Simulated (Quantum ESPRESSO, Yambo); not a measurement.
# Quasiparticle gap of CdS (Hawleyite) in Yambo, part 2 of 3

Aim: the G0W0 gap of CdS (Hawleyite) on PBE, step by step.

Quantum ESPRESSO 7.5 and Yambo 5.3.0; PBE and many-body steps on it, plane waves. Known limits of the many-body steps: not at the basis limit; no spin-orbit coupling; coarse k mesh.

So far. Step 2 (Ground state): The gap is direct, at Γ. Step 3 (Bands along the symmetry lines): The gap is 1.052 eV, as in the run before at this level.

### Step 4. Empty states on the mesh, 4×4×4 mesh, 130 bands

Level of this step: DFT, PBE, plane waves, norm-conserving pseudopotentials (Quantum ESPRESSO).

The sums over transitions need many empty states on a uniform mesh; this step solves for them.

Contents of pw.in:

```
&control
  calculation = 'nscf'
  prefix = 'x'
  outdir = 'o'
  pseudo_dir = 'pseudo'
/
&system
  ibrav = 0
  nat = 2
  ntyp = 2
  ecutwfc = 94.0
  nbnd = 130
  force_symmorphic = .true.
/
&electrons
  conv_thr = 1e-9
  electron_maxstep = 80
  diago_full_acc = .true.
  diago_thr_init = 5e-6
/
ATOMIC_SPECIES
  Cd 112.41 Cd.upf
  S 32.06 S.upf
CELL_PARAMETERS angstrom
  -0.0000000000 2.9582000000 2.9582000000
  2.9582000000 -0.0000000000 2.9582000000
  2.9582000000 2.9582000000 -0.0000000000
ATOMIC_POSITIONS crystal
  Cd 0.0000000000 0.0000000000 0.0000000000
  S 0.2500000000 0.2500000000 0.2500000000
K_POINTS automatic
  4 4 4 0 0 0
```

On the command line:

```sh
$ OMP_NUM_THREADS=1 mpirun -n 4 pw.x -nk 4 -in pw.in > pw.out
```

The program printed:

```text
[banner, memory and clock lines left out]
Program PWSCF v.7.5 starts

     Atomic positions and unit cell read from directory:
     o/x.save/

     Message from routine setup:
     using ibrav=0 with symmetry is DISCOURAGED, use correct ibrav instead

     G-vector sticks info

     bravais-lattice index     =            0
     lattice parameter (alat)  =       7.9057  a.u.
     unit-cell volume          =     349.3890 (a.u.)^3
     number of atoms/cell      =            2
     number of atomic types    =            2
     number of electrons       =        26.00
     number of Kohn-Sham states=          130
     kinetic-energy cutoff     =      94.0000  Ry
     charge density cutoff     =     376.0000  Ry
     Exchange-correlation= PBE
                           (   1   4   3   4   0   0   0)

     celldm(1)=   7.905719  celldm(2)=   0.000000  celldm(3)=   0.000000
     celldm(4)=   0.000000  celldm(5)=   0.000000  celldm(6)=   0.000000

     crystal axes: (cart. coord. in units of alat)
               a(1) = (  -0.000000   0.707107   0.707107 )
               a(2) = (   0.707107  -0.000000   0.707107 )
               a(3) = (   0.707107   0.707107  -0.000000 )

     reciprocal axes: (cart. coord. in units 2 pi/alat)
               b(1) = ( -0.707107  0.707107  0.707107 )
               b(2) = (  0.707107 -0.707107  0.707107 )
               b(3) = (  0.707107  0.707107 -0.707107 )
     Pseudo is Norm-conserving + core correction, Zval = 20.0
     Generated using ONCVPSP code by D. R. Hamann
     Using radial grid of 1368 points,  6 beta functions with:
     Pseudo is Norm-conserving + core correction, Zval =  6.0
     Generated using ONCVPSP code by D. R. Hamann
     Using radial grid of 1146 points,  6 beta functions with:
     Cd               20.00   112.41000     Cd( 1.00)
     S                 6.00    32.06000     S ( 1.00)

     24 Sym. Ops. (no inversion) found

   Cartesian axes

     site n.     atom                  positions (alat units)
         1        Cd     tau(   1) = (   0.0000000   0.0000000   0.0000000  )
         2        S      tau(   2) = (   0.3535534   0.3535534   0.3535534  )

     number of k points=     8
                       cart. coord. in units 2pi/alat
        k(    1) = (   0.0000000   0.0000000   0.0000000), wk =   0.0312500
        k(    2) = (   0.1767767   0.1767767  -0.1767767), wk =   0.2500000
        k(    3) = (  -0.3535534  -0.3535534   0.3535534), wk =   0.1250000
[...]
k(    7) = (  -0.7071068   0.0000000   0.0000000), wk =   0.0937500
        k(    8) = (  -0.7071068   0.3535534   0.0000000), wk =   0.1875000

     Dense  grid:    43143 G-vectors     FFT dimensions: (  50,  50,  50)

     The potential is recalculated from file :
     o/x.save/charge-density

     Starting wfcs are   14 randomized atomic wfcs +  116 random wfcs

     Band Structure Calculation

     End of band structure calculation

          k = 0.0000 0.0000 0.0000 (  5329 PWs)   bands (ev):

   -94.8936 -55.9566 -55.9566 -55.9566  -5.7203  -1.1874  -1.1874  -1.1874
    -0.7645  -0.7645   6.3926   6.3926   6.3926   7.4443  12.9289  12.9289
    12.9289  17.6051  17.7127  17.7127  19.5739  19.5739  19.5739  21.7677
[...]
[... 5 further rows ...]
[...]
99.6380  99.6380

          k = 0.1768 0.1768-0.1768 (  5357 PWs)   bands (ev):

[...]
[... 5 further rows ...]
[...]
98.0448  98.2033

          k =-0.3536-0.3536 0.3536 (  5396 PWs)   bands (ev):

[...]
63.8868  65.6122  65.7160  65.7160  66.1049  66.1049  67.1490  67.7629
     [... 5 further rows ...]
    93.1612  93.1612  95.3478  95.3478  95.8495  96.6646  97.5594  97.6044
    97.6044  97.9316

          k = 0.3536 0.0000 0.0000 (  5353 PWs)   bands (ev):

     [... further k-points ...]

     highest occupied, lowest unoccupied level (ev):     6.3926    7.4443

     XML data file, pseudopotentials, collected wavefunctions
```

Elapsed: 39 s, on 4 MPI ranks of AMD EPYC 7571, shared host; peak memory 0.48 GiB; 2.6 min of CPU time.

Numbers from this step:

```
gap                                                           : 1.052 eV
k of the valence top                                          : 0, 0, 0
k of the conduction bottom                                    : 0, 0, 0
least direct gap                                              : 1.052 eV
k points computed                                             : 8
lowest point of the top converged band, above the valence top : 91.3789 eV
```

On this mesh the gap is 1.052 eV.

### Step 5. Conversion and set-up

This step: Yambo 5.3.0; conversion and set-up on PBE, plane waves, norm-conserving pseudopotentials.

The states are converted to the many-body program's format and the q mesh is built.

On the command line:

```sh
$ (cd o/x.save; p2y > p2y.log; mv SAVE ../..); yambo > setup.log
```

The program printed:

```text
 Yambo, version 5.3.0

 [02] CORE Variables Setup
 =========================

  [02.01] Unit cells
  ==================

  Cell kind             :  FCC
  Atoms in the cell     :  Cd  S
  number of Cd atoms    :  1
  number of S  atoms    :  1

  List of atomic masses
  Mass of Cd    :  112.4100
  Mass of S     :  32.06000

  List of atomic coordinates    : [cc]
  Cd1       :  0.000000  0.000000  0.000000  order 1
  S1       :  2.795094  2.795094  2.795094  order 2

  Alat factors          :  5.590188  5.590188  5.590188 [a.u.]
  Direct lattice volume :  349.3890 [a.u.]
  Direct lattice vectors:  A[ 1 ]  A[ 2 ]  A[ 3 ]
   A[ 1 ]: -0.000000  1.000000  1.000000  [iru]
  -0.000000  5.590188  5.590188  [cc]
   A[ 2 ]:  1.000000 -0.000000  1.000000  [iru]
   5.590188 -0.000000  5.590188  [cc]
   A[ 3 ]:  1.000000  1.000000 -0.000000  [iru]
   5.590188  5.590188 -0.000000  [cc]

  Recip. lattice volume :  0.709954 [a.u.]
  Recip. lattice vectors:  B[ 1 ]  B[ 2 ]  B[ 3 ]
   B[ 1 ]: -0.500000  0.500000  0.500000  [iku]
  -0.561983  0.561983  0.561983  [cc]
   B[ 2 ]:  0.500000 -0.500000  0.500000  [iku]
   0.561983 -0.561983  0.561983  [cc]
   B[ 3 ]:  0.500000  0.500000 -0.500000  [iku]
   0.561983  0.561983 -0.561983  [cc]

  [02.02] Symmetries
  ==================

  Inversion symmetry    : yes
  Spatial inversion     : no
  Inversion index       :  25
  K-space Time-reversal : yes
  Magnetic symmetries   : no
  Time-reversal derived K-space symmetries:   25   48
  Group table correct   : yes
  Symmetries units      :  [cc]

   [S  1]:   1.0000      0.32039E-16  0.32039E-16  0.32039E-16   1.0000     -0.32039E-16 -0.32039E-16 -0.32039E-16   1.0000
   [S  2]:  -1.0000     -0.32039E-16  0.32039E-16 -0.32039E-16  -1.0000     -0.32039E-16  0.32039E-16  0.32039E-16   1.0000
   [S  3]:  -1.0000      0.32039E-16 -0.32039E-16 -0.32039E-16   1.0000      0.32039E-16  0.32039E-16 -0.32039E-16  -1.0000
[...]
[S  9]:  0.32039E-16   1.0000      0.32039E-16 -0.32039E-16  0.32039E-16   1.0000       1.0000     -0.32039E-16 -0.32039E-16
   [S 10]:  0.32039E-16  -1.0000     -0.32039E-16 -0.32039E-16 -0.32039E-16  -1.0000       1.0000      0.32039E-16  0.32039E-16
     [... 36 further rows ...]
   [S*47]:   1.0000      0.32039E-16 -0.32039E-16  0.32039E-16 -0.32039E-16  -1.0000     -0.32039E-16   1.0000      0.32039E-16
   [S*48]:   1.0000     -0.32039E-16  0.32039E-16  0.32039E-16  0.32039E-16   1.0000     -0.32039E-16  -1.0000     -0.32039E-16

  [02.03] Reciprocal space
  ========================

  nG shells         :   399
  nG charge         :   43143
  nG WFs            :   6399
  nC WFs            :   5410
  G-vecs. in first 39 shells:  [ Number ]
     1    9   15   27   51   59   65   89  113
    137   169   181   229   259   283   307   331   339
    387   411   459   531   537   561   609   645   701
[...]
1139  1211  1243
  ...
[...]
K/Q-points units:
  rlu = crystal or reduced units; cc = cartesian coordinates; iku = interal k-units

  K [1]          [rlu]:  0.000000  0.000000  0.000000
         WF components:   5329
  K [2]          [rlu]:  0.70443E-17 -0.68335E-17  0.25000
         WF components:   5357
  K [3]          [rlu]: -0.14089E-16  0.13667E-16 -0.50000
         WF components:   5396
  K [4]          [rlu]:  0.27530E-17  0.25000      0.25000
         WF components:   5353
  K [5]          [rlu]: -0.19500E-16  0.25000     -0.50000
         WF components:   5369
  [... 2 further k-points ...]
  K [8]          [rlu]:  0.250000 -0.500000 -0.250000
         WF components:   5400

  [02.05] Energies & Occupations
  ==============================

  [X] === General ===
  [X] Electronic Temperature                        :  0.000000  0.000000 [eV K]
  [X] Bosonic    Temperature                        :  0.000000  0.000000 [eV K]
  [X] Finite Temperature mode                       : no
  [X] El. density                                   :  0.50218E+24 [cm-3]
  [X] Fermi Level                                   :  6.392592 [eV]

  [X] === Gaps and Widths ===
  [X] Conduction Band Min                           :  1.051727 [eV]
  [X] Valence Band Max                              :  0.000000 [eV]
  [X] Filled Bands                                  :  13
  [X] Empty Bands                                   :   14  130
  [X] Direct Gap                                    :  1.051727 [eV]
  [X] Direct Gap localized at k                     :  1
  [X] Indirect Gap                                  :  1.051727 [eV]
  [X] Indirect Gap between kpts                     :  1  1
  [X] Last valence band width                       :  2.037138 [eV]
  [X] 1st conduction band width                     :  4.188151 [eV]

  E @ K [1]:  [eV]
  -101.2862  -62.3491  -62.3491  -62.3491  -12.1129   -7.5799   -7.5799   -7.5799
   -7.15706     -7.15706    -0.233565E-7 -0.230751E-7   0.00000      1.05173      6.53629      6.53629
    6.53629  11.21246  11.32010  11.32010  13.18130  13.18130  13.18130  15.37508
[...]
occ @ K [1]
[...]
E @ K [2]:  [eV]
[...]
occ @ K [2]
[...]
E @ K [3]:  [eV]
[...]
occ @ K [3]
[...]
E @ K [4]:  [eV]
[...]
occ @ K [4]
[...]
E @ K [5]:  [eV]
[...]
occ @ K [5]
[...]
[... 2 further k-points ...]
  E @ K [8]:  [eV]
[...]
occ @ K [8]
[...]
0.000000  0.000000  0.000000  0.000000  0.000000  0.000000  0.000000  0.000000
   0.000000  0.000000  0.000000  0.000000  0.000000  0.000000  0.000000  0.000000

 [03] Transferred momenta grid and indexing
 ==========================================

 IBZ Q-points                                      :   8
 BZ  Q-points                                      :   64

 K/Q-points units:
 rlu = crystal or reduced units; cc = cartesian coordinates; iku = interal k-units

 Q [1]          [rlu]:  0.000000  0.000000  0.000000
 Q [2]          [rlu]:  0.70443E-17 -0.68335E-17  0.25000
 Q [3]          [rlu]: -0.14089E-16  0.13667E-16 -0.50000
[...]
Q [7]          [rlu]: -0.55061E-17 -0.50000     -0.50000
 Q [8]          [rlu]:  0.250000 -0.500000 -0.250000

  [03.01] X indexes
  =================

   [03.01.01] Sigma indexes
   ========================

 [06] Game Over & Game summary
```

Wall time 6.9 s (1 MPI rank); peak memory 0.26 GiB.

[end of part 2 of 3]

[Paths, hosts, dates, memory and timing lines, banners, echoed tables and standing remarks are left out of the program output.]

[Logs are printed without paths, hosts, clocks, repeated set-up lines and the standing remarks that a program may print on its own settings, such as how far it seeks lower states.]

[Runs of the session that timed out or met a known fault of the program may be left out.]

[Hosts, paths, dates, database ids (printed as entryN), source tags and the programs' standing remarks are cut or masked in the printed files.]
